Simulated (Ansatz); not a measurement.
TaS2, 3 atoms in the cell. It takes space group P-3m1 (No. 164, trigonal). Conventional cell: a = 3.350 Å, b = 3.350 Å, c = 5.860 Å, α = 90.00°, β = 90.00°, γ = 120.00°. Ta (site symmetry -3m) has 6 S at 2.43 Å as nearest neighbours. Around S (site symmetry 3m) lie 3 Ta at 2.43 Å. 

| Item | Value |
| --- | --- |
| Program | Ansatz 0.2.0 |
| Task | single point |
| Functional | PBE |
| Potentials or basis | all-electron LAPW, scalar-relativistic |
| Cutoff | 245 eV (chosen from the basis error) |
| Basis error allowed | 0.003 eV/atom |
| k mesh | 6 × 6 × 4 |
| Occupations | fermi-dirac, width 0.03 eV |
| Spin | no spin polarisation |

Potentials or basis: all-electron LAPW, scalar-relativistic.

Launch:

```bash
$ ansatz run input.yaml --threads 2 --pin off --max-ram 6144MiB --backend cpu --events-out ev --progress --plain --runs-dir out
```

Hardware: 2 threads of Arm Neoverse V2, on a shared host.

Estimate the wall time of this run.

It took 5.9 s on 2 threads of Arm Neoverse V2 (shared host), peak memory 0.31 GiB. Counts: scf iterations 9, plane waves 513, k points 24, bands 39.
